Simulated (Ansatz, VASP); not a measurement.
As: VASP beside Ansatz

```
CELL_PARAMETERS angstrom
1.85538 1.07120 3.46657
-1.85538 1.07120 3.46657
0.00000 -2.14241 3.46657
ATOMIC_POSITIONS crystal
As 0.22600 0.22600 0.22600
As 0.77400 0.77400 0.77400
```

Alike in both runs: task single point; functional r2SCAN; k mesh 9 × 9 × 9; occupations fermi-dirac, width 0.05 eV; no spin polarisation.

```csv
,VASP,Ansatz
version,VASP 6.6.1,Ansatz 0.2.0
potentials or method,"VASP PAW PBE potentials, release 64 (As)",Ansatz PAW
plane-wave cutoff (eV),520,500
valence electrons in the cell,10,30
```

|  | VASP | Ansatz | Ansatz less VASP |
| --- | --- | --- | --- |
| gap on the k mesh at the Fermi level (eV) | none | none | - |
| pressure (GPa) | 5.6 | 5.5 | -0.14 |
| largest component of the traceless stress (GPa) | 0.57 | 0.51 | -0.054 |
| rms of the force components (eV/Å) | 0.280 | 0.251 | -0.0294 |

Atom by atom the forces differ by 0.029 eV/Å (rms over components). A gap of «none» marks a metal or a gap that the smearing closes. The functional is the same, so the differences come from potentials, cutoffs and numerics. The two sets of potentials don't hold the same shells in valence.

Caveats: the PAW data sets were made with another functional, which shifts forces and pressure a little (VASP); the PAW data sets come from PBE, with cores solved anew for the run's functional, which leaves a small shift of forces and pressure (Ansatz).
